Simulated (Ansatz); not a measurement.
F (C2/m) from a database structure, relaxed with r2SCAN+rVV10, was run in Ansatz 0.2.0 under altered settings. All numbers are computed, without spin polarisation but where a row says otherwise.

```
CELL_PARAMETERS angstrom
2.60088 -1.49171 -0.00667
2.60088 1.49171 -0.00667
-2.07944 0.00000 6.77946
ATOMIC_POSITIONS crystal
F 0.50540 0.50540 0.40258
F 0.08530 0.08530 0.09712
F 0.49460 0.49460 0.59742
F 0.91470 0.91470 0.90288
```

The base run's other keys:
```yaml
kpoints:
  mp_grid: { grid: [4, 4, 2] }
hamiltonian:
  xc: hse06
scf:
  occupations: { method: fixed }
  n_extra_bands: 5
```

It takes 15 iterations with 997 plane waves at 420 eV and 14 k points, and leaves a mean stress of +0.05 GPa. The gap over this mesh is 5.864 eV. It ran on 4 threads of Arm Neoverse N1, with other jobs on the host.

Outcomes, with energy and stress as changes against the base:
```
                                     setting    outcome  ΔF (meV/atom)  Δ mean stress (GPa)  gap on the mesh (eV)  iterations  wall time
    PBE hybrid, exx coeff 1.0, omega 0.1 1/Å  converged              –                -12.5                17.194          22       11 s
PBE hybrid, exx coeff 0.35, omega 0.2078 1/Å  converged              –                 -1.7                 7.150          17      8.9 s
   PBE hybrid, exx coeff 0.15, omega 0.1 1/Å  converged              –                 +1.7                 4.830          12      7.2 s
           scf.mixing.preconditioner: kerker  converged            0.0                  0.0                 5.864          18      8.5 s
```
A dash marks a value that wasn't obtained or can't be compared. Stress is positive in compression. The base took 8.4 s. The base's mesh is coarse for a hybrid, so its own values aren't converged.

- PBE hybrid, exx coeff 1.0, omega 0.1 1/Å. That is 100 % exact exchange, screened with ω = 0.1 1/Å, against HSE06's 25 % screened at 0.208 1/Å. The mean stress moves by -12.5 GPa (single components by up to 31.3) and the gap on the mesh by +11.330 eV (to 17.194). Totals of different functionals aren't comparable. The program warns that on this mesh the truncation of the exchange isn't bounded, so part of the change can be an error of the mesh.
- PBE hybrid, exx coeff 0.35, omega 0.2078 1/Å. That is 35 % exact exchange, screened with ω = 0.2078 1/Å, against HSE06's 25 % screened at 0.208 1/Å. The mean stress moves by -1.7 GPa (single components by up to 4.3) and the gap on the mesh by +1.286 eV (to 7.150). Totals of different functionals aren't comparable. The program warns that on this mesh the truncation of the exchange isn't bounded, so part of the change can be an error of the mesh.
- PBE hybrid, exx coeff 0.15, omega 0.1 1/Å. That is 15 % exact exchange, screened with ω = 0.1 1/Å, against HSE06's 25 % screened at 0.208 1/Å. The mean stress moves by +1.7 GPa (single components by up to 4.4) and the gap on the mesh by -1.034 eV (to 4.830). Totals of different functionals aren't comparable. The program warns that on this mesh the truncation of the exchange isn't bounded, so part of the change can be an error of the mesh.

Within 1 meV an atom, 0.1 GPa and 0.005 eV of the base stay: scf.mixing.preconditioner: kerker.

The stress of a hybrid is loosely converged in these runs.

The meshes of the hybrids are coarse, so their gaps aren't converged to the digits shown.
